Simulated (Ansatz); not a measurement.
# PbS: relaxation of cell and atoms with LDA

Crystal: PbS.

```
CELL_PARAMETERS angstrom
2.07995 -5.99130 0.00000
2.07995 5.99130 0.00000
0.00000 0.00000 4.27932
ATOMIC_POSITIONS crystal
Pb 0.13056 0.86944 0.25000
Pb 0.86944 0.13056 0.75000
S 0.35480 0.64520 0.25000
S 0.64520 0.35480 0.75000
```

Measurements of this composition are mostly on another form, of space group No. 225.

- Program: Ansatz 0.2.0
- Task: relaxation of cell and atoms
- Functional: LDA
- Potentials or basis: Ansatz PAW
- Cutoff: 420 eV (not typed: the program's choice for these potentials)
- k mesh: 7 × 7 × 6
- Occupations: fermi-dirac, width 0.05 eV
- Spin: no spin polarisation

| Item | Value |
| --- | --- |
| Relaxed volume | 24.27 Å³/atom |
| Relaxed cell | a = 6.055 Å, b = 6.055 Å, c = 4.193 Å, α = 90.00°, β = 90.00°, γ = 140.85° |
| Space group after relaxing (to 0.05 Å) | Cmcm (No. 63) |
| Energy gained by relaxing | 26.1 meV/atom |
| Ionic steps | 7 |
| Pressure after relaxing | 0.0 GPa |
| Band gap on the k mesh | 0.96 eV, indirect (least direct gap 1.12 eV) |

Step by step:
```tsv
step	energy change (eV)	largest force (eV/Å)	volume (Å³)
1	0.0000	0.1130	106.65
2	-0.0728	0.2262	94.01
3	-0.1018	0.0999	97.25
4	-0.1044	0.0267	97.69
5	-0.1052	0.0049	97.14
6	-0.1053	0.0008	97.07
7	-0.1044	0.0009	97.07
```

Final structure:
```
Pb S
1.0
     2.02896   -5.70525    0.00000
     2.02896    5.70525    0.00000
     0.00000    0.00000    4.19304
Pb S
2 2
Cartesian
  2.0290 4.2750 1.0483
  2.0290 -4.2750 3.1448
  2.0290 1.6029 1.0483
  2.0290 -1.6029 3.1448
```

Levels at points of the mesh, in eV from the valence-band top:
```
            k point  band 16  band 17  band 18  band 19  band 20  band 21  band 22  band 23  band 24
 (0.00, 0.00, 0.00)    -3.38    -2.58    -2.02    -1.68    -0.67     4.48     4.53     4.92     5.51
(0.00, 0.00, -0.50)    -3.22    -1.25    -1.25    -0.05    -0.05     1.59     1.59     2.54     2.54
```

Wall time 36 s on 2 threads of Intel(R) Xeon(R) Processor @ 2.70GHz, on a shared host, peak memory 0.48 GiB.

Caveat: odd divisions of the mesh miss points on the zone boundary, where band edges often lie, so the gap on the mesh can be too wide; the plane-wave basis is chosen anew once the cell has moved, so the energies of steps on either side of that aren't comparable; spin-orbit coupling is left out, which as a rule narrows the gap of such compounds by several tenths of an eV; the PAW data sets come from PBE, with cores solved anew for the run's functional, which leaves a small shift of forces and pressure. A k mesh can miss the band edges.
